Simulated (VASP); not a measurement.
# BP (I-4m2) in VASP: notebook

The runs below take BP through single point, with HSE06, PBE, r2SCAN.

Everything below comes from runs of VASP 6.6.1. Logs are shortened: lines on timing, memory, paths and dates and some standing lists are left out, and cuts for length are marked.

### 1 The cell of the first run

Symmetry: I-4m2, No. 119, tetragonal system. Conventional cell: a = 3.208 Å, b = 3.208 Å, c = 4.622 Å, α = 90.00°, β = 90.00°, γ = 90.00°. B (site symmetry -4m2) is surrounded by 4 P at 1.98 Å. Around P (site symmetry -4m2) lie 4 B at 1.98 Å.

The cell was built by a generator and needn't be a form met in nature.

### 2 Single point, HSE06 (uniaxial_x strain +1.9%)

POSCAR reads:

```
BP
1.0
    0.0000000000      2.2683156840      2.2683156840
    2.3109600188      0.0000000000      2.2683156840
    2.3109600188      2.2683156840      0.0000000000
B P
1 1
Direct
    0.0000000000      0.0000000000      0.0000000000
    0.2500000000      0.2500000000      0.2500000000
```

INCAR.step1 reads:

```
PREC     = Accurate       # precision mode
ENCUT    = 520            # plane-wave cutoff, eV
EDIFF    = 1E-5           # SCF threshold, eV
ISMEAR   = 0              # smearing method
SIGMA    = 0.01           # smearing width, eV
LREAL    = False          # projectors in reciprocal space
LASPH    = True           # aspherical terms in the spheres
NELM     = 100            # most SCF steps
ALGO     = Normal         # electronic algorithm
ISIF     = 2              # what is computed and relaxed
LWAVE    = True           # write WAVECAR
LCHARG   = False          # write CHGCAR
GGA      = PE             # functional
NBANDS   = 11             # bands
```

INCAR.step2 reads:

```
PREC     = Accurate       # precision mode
ENCUT    = 520            # plane-wave cutoff, eV
EDIFF    = 1E-6           # SCF threshold, eV
ISMEAR   = 0              # smearing method
SIGMA    = 0.01           # smearing width, eV
LREAL    = False          # projectors in reciprocal space
LASPH    = True           # aspherical terms in the spheres
NELM     = 100            # most SCF steps
ALGO     = Normal         # electronic algorithm
ISIF     = 2              # what is computed and relaxed
LWAVE    = False          # write WAVECAR
LCHARG   = False          # write CHGCAR
GGA      = PE             # functional
LHFCALC  = True           # exact exchange
HFSCREEN = 0.2079         # screening, 1/A
PRECFOCK = Normal       
ISTART   = 1            
NBANDS   = 11             # bands
```

KPOINTS reads:

```
regular mesh
0
Gamma
  6 6 6
```

Potentials or basis: VASP PAW PBE potentials, release 64 (B, P).

Command:

```sh
$ cat potpaw_PBE.64/B/POTCAR potpaw_PBE.64/P/POTCAR > POTCAR
$ cp INCAR.step1 INCAR
$ mpirun -np 1 vasp_std > vasp.out
$ cp INCAR.step2 INCAR
$ mpirun -np 1 vasp_std > vasp.out
```

OUTCAR:

```text
PREC = Accurate
   ENCUT = 520
   EDIFF = 1E-6
   ISMEAR = 0
   LREAL = False
   LASPH = True
   NELM = 100
   ISIF = 2
   GGA = PE
   LHFCALC = True
   HFSCREEN = 0.2079
   PRECFOCK = Normal
   ISTART = 1

 ion  position               nearest neighbor table
   1  0.000  0.000  0.000-   2 1.98   2 1.98   2 1.98   2 1.98
   2  0.250  0.250  0.250-   1 1.98   1 1.98   1 1.98   1 1.98

  LATTYP: Found a body centered tetragonal cell.
 ALAT       =     3.2078828041
 C/A-ratio  =     1.4408007773

  Lattice vectors:

 A1 = (   2.3109600188,   0.0000000000,   2.2683156840)
 A2 = (   2.3109600188,   0.0000000000,  -2.2683156840)
 A3 = (  -2.3109600188,   2.2683156840,   0.0000000000)

Analysis of symmetry for initial positions (statically):
=====================================================================
 Subroutine PRICEL returns:
 Original cell was already a primitive cell.

 Routine SETGRP: Setting up the symmetry group for a
 body centered tetragonal supercell.

 Subroutine GETGRP returns: Found  8 space group operations
 (whereof  8 operations were pure point group operations)
 out of a pool of 16 trial point group operations.

The static configuration has the point symmetry D_2d.

Analysis of symmetry for dynamics (positions and initial velocities):
=====================================================================
 Subroutine PRICEL returns:
 Original cell was already a primitive cell.

 Routine SETGRP: Setting up the symmetry group for a
 body centered tetragonal supercell.

 Subroutine GETGRP returns: Found  8 space group operations
 (whereof  8 operations were pure point group operations)
 out of a pool of 16 trial point group operations.

The dynamic configuration has the point symmetry D_2d.

 Subroutine INISYM returns: Found  8 space group operations
 (whereof  8 operations are pure point group operations),
 and found     1 'primitive' translations

----------------------------------------------------------------------------------------

                                     Primitive cell

  volume of cell :      23.7810

  direct lattice vectors                    reciprocal lattice vectors
     0.000000000  2.268315684  2.268315684    -0.216360299  0.220427872  0.220427872
     2.310960019  0.000000000  2.268315684     0.216360299 -0.220427872  0.220427872
     2.310960019  2.268315684  0.000000000     0.216360299  0.220427872 -0.220427872

  length of vectors
     3.207882804  3.238177304  3.238177304     0.379458394  0.379458394  0.379458394

  position of ions in fractional coordinates (direct lattice)
     0.000000000  0.000000000  0.000000000
     0.250000000  0.250000000  0.250000000

  ion indices of the primitive-cell ions
   primitive index   ion index
                 1           1
                 2           2

----------------------------------------------------------------------------------------

 KPOINTS: regular mesh

Automatic generation of k-mesh.
 Grid dimensions read from file:
 generate k-points for:    6    6    6

 Generating k-lattice:

  Cartesian coordinates                     Fractional coordinates (reciprocal lattice)
    -0.036060050  0.036737979  0.036737979     0.166666667  0.000000000  0.000000000
     0.036060050 -0.036737979  0.036737979     0.000000000  0.166666667  0.000000000
     0.036060050  0.036737979 -0.036737979     0.000000000  0.000000000  0.166666667

  Length of vectors
     0.063243066  0.063243066  0.063243066

  Shift w.r.t. Gamma in fractional coordinates (k-lattice)
     0.000000000  0.000000000  0.000000000

 Subroutine IBZKPT returns following result:
 ===========================================

 Found     30 irreducible k-points:

 Following reciprocal coordinates:
            Coordinates               Weight
  0.000000  0.000000  0.000000      1.000000
  0.166667 -0.000000 -0.000000      8.000000
  0.333333 -0.000000 -0.000000      8.000000
  0.500000  0.000000  0.000000      4.000000
  0.166667  0.166667  0.000000      4.000000
  0.333333  0.166667  0.000000     16.000000
[... 16 lines left out ...]
 -0.333333  0.500000  0.166667      4.000000
  0.333333 -0.333333  0.166667      8.000000
 [... further k-points ...]
   k-points           NKPTS =     30   k-points in BZ     NKDIM =    216   number of bands    NBANDS=     11
   number of dos      NEDOS =    301   number of ions     NIONS =      2
   total plane-waves  NPLWV =  13824
   dimension x,y,z NGX =    24 NGY =   24 NGZ =   24
   dimension x,y,z NGXF=    48 NGYF=   48 NGZF=   48
   ions per type =               1   1
   NGX,Y,Z   is equivalent  to a cutoff of  12.44, 12.32, 12.32 a.u.
   NGXF,Y,Z  is equivalent  to a cutoff of  24.88, 24.64, 24.64 a.u.
 SYSTEM =  unknown system
   PREC   = accura    normal or accurate (medium, high low for compatibility)
   ISTART =      1    job   : 0-new  1-cont  2-samecut
   ICHARG =      0    charge: 1-file 2-atom 10-const
   ISPIN  =      1    spin polarized calculation?
   LNONCOLLINEAR =      F non collinear calculations
   LSORBIT =      F    spin-orbit coupling
   LASPH  =      T    aspherical Exc in radial PAW
   ENCUT  =  520.0 eV  38.22 Ry    6.18 a.u.   5.96  6.02  6.02*2*pi/ulx,y,z
   NELM   =    100;   NELMIN=  2; NELMDL=  0     # of ELM steps
   EDIFF  = 0.1E-05   stopping-criterion for ELM
   LREAL  =      F    real-space projection
   EDIFFG = 0.1E-04   stopping-criterion for IOM
   NSW    =      0    number of steps for IOM
   IBRION =     -1    ionic relax: 0-MD 1-quasi-New 2-CG
   NFREE  =      0    steps in history (QN), initial steepest desc. (CG)
   ISIF   =      2    stress and relaxation
   ISYM   =      3    0-nonsym 1-usesym 2-fastsym
   POTIM  = 0.5000    time-step for ionic-motion
   TEBEG  =    0.0;   TEEND  =   0.0 temperature during run
   PSTRESS=    0.0 pullay stress
   NELECT =       8.0000    total number of electrons
   NUPDOWN=      -1.0000    fix difference up-down
   EMIN   =  10.00;   EMAX   =-10.00  energy-range for DOS
   EFERMI =   0.00;   METHOD = LEGACY
   ISMEAR =     0;   SIGMA  =   0.01  broadening in eV -4-tet -1-fermi 0-gaus
   EFERMI_NEDOS =   21; number of points for ismear=-14 and -15
   IALGO  =     38    algorithm
   IMIX   =      1    mixing-type and parameters
     AMIX     =   0.40;   BMIX     =  1.00
     AMIX_MAG =   1.60;   BMIX_MAG =  1.00
  volume/ion in A,a.u.               =      11.89        80.24
  Fermi-wavevector in a.u.,A,eV,Ry     =   1.138575  2.151595 17.637957  1.296353
  Thomas-Fermi vector in A             =   2.275279
   LORBIT       =      0    0 simple, 1 ext, 2 COOP (PROOUT), +10 PAW based schemes
   GGA     = PE    functional components
   LHFCALC =     T    Hartree Fock is set to
   PRECFOCK=normal    Normal, Fast or Accurate (Low or Medium for compatibility)
   ENCUT4O =  -1.0   cutoff for four orbital integrals eV
   NKREDX  =     1    reduce k-point grid by
   NKREDY  =     1    reduce k-point grid by
   NKREDZ  =     1    reduce k-point grid by
   AEXX    =    0.2500 exact exchange contribution
   HFSCREEN=    0.2079 screening length (either q_TF or 0.3 A-1)
   HFSCREENC=   0.2079 screening length for correlation (either q_TF or 0.3 A-1)
   ENCUTFOCK=  -1.0 apply spherical cutoff to Coloumb kernel
   IVDW    =     0    specifies the selected vdW correction
   LEPSILON=     F    determine dielectric tensor
   LRPA    =     F    only Hartree local field effects (RPA)
 non-spin polarized calculation
 Gauss-broadening in eV      SIGMA  =   0.01
  energy-cutoff  :      520.00
  volume of cell :       23.78
 maximum number of plane-waves:       654
  NGX = 18; NGY = 20; NGZ = 20

 number of electron       8.0000000 magnetization

 Free energy of the ion-electron system (eV)
  ---------------------------------------------------
  ext. energy  EPLUGINS =         0.00000000
  ---------------------------------------------------
  free energy    TOTEN  =       -14.81019888 eV

  energy without entropy =      -14.81019888  energy(sigma->0) =      -14.81019888

 E-fermi :   6.9781     XC(G=0):  -8.9488

 val. band max:        6.8654445370   @ k =   0.0000   0.0000   0.0000
 cond. band min:       8.8268305831   @ k =   0.5000   0.5000   0.0000
 fundamental gap:      1.9613860461
 Fermi energy:         6.9781006216

 k-point     1 :       0.0000    0.0000    0.0000
  band No.  band energies     occupation
      1     -10.1235      2.00000
      2       6.6702      2.00000
      3       6.8654      2.00000
      4       6.8654      2.00000
      5      11.0753      0.00000
      6      11.0753      0.00000
      7      11.1814      0.00000
      8      15.1985      0.00000
      9      19.2726      0.00000
     10      19.9264      0.00000
     11      20.4508      0.00000

 k-point     2 :       0.1667   -0.0000   -0.0000
  band No.  band energies     occupation
      1      -9.5846      2.00000
      2       3.7483      2.00000
      3       6.0201      2.00000
      4       6.1859      2.00000
      5      11.6732      0.00000
      6      12.0523      0.00000
      7      12.1124      0.00000
      8      16.5983      0.00000
      9      18.7612      0.00000
     10      19.0839      0.00000
     11      20.6070      0.00000

 k-point     3 :       0.3333   -0.0000   -0.0000
  band No.  band energies     occupation
      1      -8.0501      2.00000
      2      -0.5398      2.00000
      3       5.1034      2.00000
      4       5.3317      2.00000
      5      11.5168      0.00000
      6      12.6260      0.00000
      7      12.7362      0.00000
      8      18.1432      0.00000
      9      19.9266      0.00000
     10      19.9610      0.00000
     11      21.3680      0.00000
[... 267 lines left out ...]
 k-point    23 :      -0.3333    0.5000    0.1667
  band No.  band energies     occupation
      1      -4.5957      2.00000
      2      -2.2601      2.00000
      3       1.0658      2.00000
      4       1.1888      2.00000
      5      11.5151      0.00000
      6      12.0950      0.00000
      7      17.4475      0.00000
      8      18.0994      0.00000
      9      21.0390      0.00000
     10      24.2927      0.00000
     11      24.5221      0.00000

 k-point    24 :       0.3333   -0.3333    0.1667
  band No.  band energies     occupation
      1      -5.2834      2.00000
      2      -2.0900      2.00000
      3       0.9038      2.00000
      4       2.5447      2.00000
      5      12.0884      0.00000
      6      13.2442      0.00000
      7      16.4430      0.00000
      8      16.9957      0.00000
      9      18.8201      0.00000
     10      23.3691      0.00000
     11      26.0947      0.00000

 [... further k-points ...]
[... 5 lines left out ...]
  --------------------------------------------------------------------------------------
  -------------------------------------------------------------------------------------
  Total       -1.2601013     -0.4638759     -0.4638759      0.0000000      0.0000000      0.0000000
  in kB      -84.8958828    -31.2523701    -31.2523701      0.0000000      0.0000000      0.0000000
  external PRESSURE =     -49.1335410 kB  Pullay stress =       0.0000000 kB

 VOLUME and BASIS-vectors are now :
 -----------------------------------------------------------------------------
  energy-cutoff  :      520.00
  volume of cell :       23.78
      direct lattice vectors                 reciprocal lattice vectors
     0.000000000  2.268315684  2.268315684    -0.216360299  0.220427872  0.220427872
     2.310960019  0.000000000  2.268315684     0.216360299 -0.220427872  0.220427872
     2.310960019  2.268315684  0.000000000     0.216360299  0.220427872 -0.220427872

 POSITION                                       TOTAL-FORCE (eV/Angst)
 -----------------------------------------------------------------------------------
      0.00000      0.00000      0.00000        -0.000000      0.000000      0.000000
      1.15548      1.13416      1.13416         0.000000     -0.000000     -0.000000
 -----------------------------------------------------------------------------------
    total drift:                                0.000000     -0.000000     -0.000000

  FREE ENERGIE OF THE ION-ELECTRON SYSTEM (eV)
  ---------------------------------------------------
  free  energy   TOTEN  =       -14.8101988797 eV

  energy  without entropy=      -14.8101988797  energy(sigma->0) =      -14.81019888
```

It took 6 min on 1 thread of Intel Xeon 6975P-C (Granite Rapids), shared host; peak memory 0.23 GiB.

What came out:

```
Free energy            : -14.8102 eV
Pressure               : -4.9 GPa
Band gap on the k mesh : 1.96 eV, indirect (least direct gap 4.21 eV)
```

Stress tensor (GPa, compression positive):
```
-8.49  0.00  0.00
 0.00 -3.13  0.00
 0.00  0.00 -3.13
```

Levels at points of the mesh, in eV from the valence-band top:
```tsv
k point	band 1	band 2	band 3	band 4	band 5	band 6	band 7	band 8	band 9
(0.00, 0.00, 0.00)	-16.99	-0.20	0.00	0.00	4.21	4.21	4.32	8.33	12.41
(0.50, 0.00, 0.00)	-13.40	-9.92	-2.10	-1.85	4.51	5.59	5.74	11.24	15.88
(0.50, 0.50, 0.00)	-11.63	-9.48	-4.60	-4.56	1.96	2.27	13.37	13.78	16.68
(0.00, 0.50, 0.50)	-11.82	-9.65	-4.38	-4.38	2.17	2.54	13.60	13.60	16.54
```

Caveat: the PAW data sets were made with another functional, which shifts forces and pressure a little.

### 3 Single point, PBE (uniaxial_x strain +1.9%)

INCAR reads:

```
SYSTEM = BP
PREC     = Accurate       ! precision mode
ENCUT    = 520            ! plane-wave cutoff, eV
EDIFF    = 1E-7           ! SCF threshold, eV
ISMEAR   = -1             ! smearing method
SIGMA    = 0.02           ! smearing width, eV
LREAL    = .False.        ! projectors in reciprocal space
LASPH    = .True.         ! aspherical terms in the spheres
NELM     = 100            ! most SCF steps
ALGO     = Fast           ! electronic algorithm
ISIF     = 2              ! what is computed and relaxed
LWAVE    = .False.        ! write WAVECAR
LCHARG   = .False.        ! write CHGCAR
GGA      = PE             ! functional
NBANDS   = 11             ! bands
```

KPOINTS reads:

```
regular mesh
0
Gamma
  10 10 10
  0 0 0
```

POSCAR is that of step 2.

Potentials or basis: VASP PAW PBE potentials, release 64 (B, P).

Command:

```sh
$ cat potpaw_PBE.64/B/POTCAR potpaw_PBE.64/P/POTCAR > POTCAR
$ mpirun -np 1 vasp_std > vasp.out
```

Wall time 13 s (1 thread of Intel Xeon 6975P-C (Granite Rapids), shared host); peak memory 0.14 GiB.

Results (log left out):

| Quantity | Value |
| --- | --- |
| Free energy | -12.9247 eV |
| Pressure | -1.9 GPa |
| Band gap on the k mesh | 1.12 eV, indirect (least direct gap 3.28 eV) |

Stress tensor (GPa, compression positive):
```
-5.30  0.00  0.00
 0.00 -0.26  0.00
 0.00  0.00 -0.26
```

Levels at points of the mesh, in eV from the valence-band top:
```tsv
k point	band 1	band 2	band 3	band 4	band 5	band 6	band 7	band 8	band 9
(0.00, 0.00, 0.00)	-15.37	-0.18	0.00	0.00	3.28	3.28	3.39	7.04	11.33
(0.50, 0.00, 0.00)	-12.11	-8.97	-1.92	-1.68	3.57	4.60	4.73	10.01	14.34
(0.50, 0.50, 0.00)	-10.54	-8.50	-4.19	-4.16	1.24	1.53	11.69	12.07	14.97
(0.00, 0.50, 0.50)	-10.72	-8.66	-3.98	-3.98	1.44	1.79	11.90	11.90	14.82
```

A k mesh can miss the band edges.

### 4 Single point, r2SCAN (uniaxial_x strain +1.9%)

POSCAR is that of step 3.

INCAR.step1 reads:

```
SYSTEM = BP
ALGO     = Normal         ! electronic algorithm
EDIFF    = 1E-4           ! SCF threshold, eV
ENCUT    = 520            ! plane-wave cutoff, eV
GGA      = PE             ! functional
ISMEAR   = 0              ! smearing method
LASPH    = .True.         ! aspherical terms in the spheres
LCHARG   = .False.        ! write CHGCAR
LREAL    = .False.        ! projectors in reciprocal space
LWAVE    = .True.         ! write WAVECAR
NBANDS   = 11             ! bands
NELM     = 100            ! most SCF steps
PREC     = Accurate       ! precision mode
SIGMA    = 0.01           ! smearing width, eV
```

INCAR.step2 reads:

```
SYSTEM = BP
ALGO     = Normal         ! electronic algorithm
EDIFF    = 1E-7           ! SCF threshold, eV
ENCUT    = 520            ! plane-wave cutoff, eV
ISIF     = 2              ! what is computed and relaxed
ISMEAR   = 0              ! smearing method
ISTART   = 1            
LASPH    = .True.         ! aspherical terms in the spheres
LCHARG   = .False.        ! write CHGCAR
LMIXTAU  = .True.       
LREAL    = .False.        ! projectors in reciprocal space
LWAVE    = .False.        ! write WAVECAR
METAGGA  = R2SCAN         ! meta-GGA
NBANDS   = 11             ! bands
NELM     = 100            ! most SCF steps
PREC     = Accurate       ! precision mode
SIGMA    = 0.01           ! smearing width, eV
```

KPOINTS reads:

```
k-points
0
Gamma
  10 10 10
  0 0 0
```

Command:

```sh
$ cat potpaw_PBE.64/B/POTCAR potpaw_PBE.64/P/POTCAR > POTCAR
$ cp INCAR.step1 INCAR
$ mpirun -np 1 vasp_std > vasp.out
$ cp INCAR.step2 INCAR
$ mpirun -np 1 vasp_std > vasp.out
```

Run time: 30 s. Hardware: 1 thread of Intel Xeon 6975P-C (Granite Rapids), shared host; peak memory 0.14 GiB.

Results (log left out):

```
Free energy            : -17.3010 eV
Pressure               : -3.6 GPa
Band gap on the k mesh : 1.32 eV, indirect (least direct gap 3.51 eV)
```

Stress tensor (GPa, compression positive):
```
-7.17  0.00  0.00
 0.00 -1.74  0.00
 0.00  0.00 -1.74
```

Levels at points of the mesh, in eV from the valence-band top:
```csv
k point,band 1,band 2,band 3,band 4,band 5,band 6,band 7,band 8
"(0.00, 0.00, 0.00)",-16.16,-0.20,0.00,0.00,3.51,3.51,3.63,7.66
"(0.50, 0.00, 0.00)",-12.74,-9.44,-2.03,-1.78,3.91,4.92,5.05,10.79
"(0.50, 0.50, 0.00)",-11.04,-9.04,-4.43,-4.39,1.44,1.77,12.60,13.01
"(0.00, 0.50, 0.50)",-11.22,-9.21,-4.21,-4.21,1.65,2.04,12.83,12.83
```

Caveat: the PAW data sets were made with another functional, which shifts forces and pressure a little. A k mesh can miss the band edges.

### 5 Summary

```csv
level,k mesh,smearing,exchange at q = 0,grid for exact exchange (PRECFOCK),screening parameter,gap on the mesh (eV),pressure (GPa)
HSE06,6 × 6 × 6,gaussian 0.01 eV,truncated,Normal,0.2079 1/A,1.96,-4.9
PBE,10 × 10 × 10,fermi-dirac 0.02 eV,-,-,-,1.12,-1.9
r2SCAN,10 × 10 × 10,gaussian 0.01 eV,-,-,-,1.32,-3.6
```

Alike in all rows: task single point; potentials or basis VASP PAW PBE potentials, release 64 (B, P); no spin polarisation; cell uniaxial_x strain +1.9%; cutoff (eV) 520.

Caveats: the PAW data sets were made with another functional, which shifts forces and pressure a little (some runs).

Absolute energies hang on the potentials; compare differences alone.
